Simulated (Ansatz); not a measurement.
## Be2Se3: from a trial structure to a relaxed crystal

Method: Ansatz, DFT PBE, scalar-relativistic, plane waves, PAW. Cutoff 420 eV, Γ-centred k mesh, Gaussian smearing, no spin polarisation in the final step.

The start puts Be2Se3 on the tetradymite structure type (R-3m, No. 166), with Be in place of Bi, Se in place of Te, at a guessed volume.

```
Be Se
1.0
     1.80780    1.04373    8.38005
    -1.80780    1.04373    8.38005
     0.00000   -2.08746    8.38005
Be Se
2 3
Direct
  0.40000 0.40000 0.40000
  0.60000 0.60000 0.60000
  0.00000 0.00000 0.00000
  0.20950 0.20950 0.20950
  0.79050 0.79050 0.79050
```

Cell and atoms relax at zero pressure; the relaxation can't lower the symmetry of the start. After a coarse first stage the cell is made exact in the group found at 0.06 Å.

The zero of energy is the elements' standard structures at the same level; no fitted shifts are applied.

Describe the relaxed structure.

It keeps R-3m (No. 166). The result has the tetradymite structure. Conventional cell: a = 3.540 Å, c = 24.456 Å. Be has 3 Se at 2.24 Å and 3 Se at 2.69 Å; around Se on Wyckoff site a (1 atom of the primitive cell) lie 6 Be at 2.69 Å; around Se on Wyckoff site c (2 atoms of the primitive cell) lie 3 Be at 2.24 Å.

```cif
data_structure
_symmetry_space_group_name_H-M 'R-3m:H'
_symmetry_Int_Tables_number 166
_cell_length_a 3.5397
_cell_length_b 3.5397
_cell_length_c 24.4556
_cell_angle_alpha 90.000
_cell_angle_beta 90.000
_cell_angle_gamma 120.000
_cell_volume 265.37
loop_
_atom_site_label
_atom_site_type_symbol
_atom_site_symmetry_multiplicity
_atom_site_Wyckoff_symbol
_atom_site_fract_x
_atom_site_fract_y
_atom_site_fract_z
_atom_site_occupancy
Be1 Be 6 c 0.66667 0.33333 0.73803 1
Se1 Se 3 a 0.00000 0.00000 0.00000 1
Se2 Se 6 c 0.33333 0.66667 0.89163 1
```

What are its volume, energy, density and gap?

The volume per atom is 17.7 Å³ and the density is 4.8 g/cm³. The energy over the elements is -0.15 eV/atom. The gap on the 12×12×12 mesh is 0 eV (a metal).

The final run used a 12×12×12 mesh on its 5-atom cell and 0.10 eV smearing. The k mesh leaves about 4 meV/atom of noise in metals. Weakly bound directions are ill-defined at this level, which has no dispersion term. Symmetry constrained the relaxation, so the result can be a saddle point. The steps took roughly 2.1 core-minutes in all.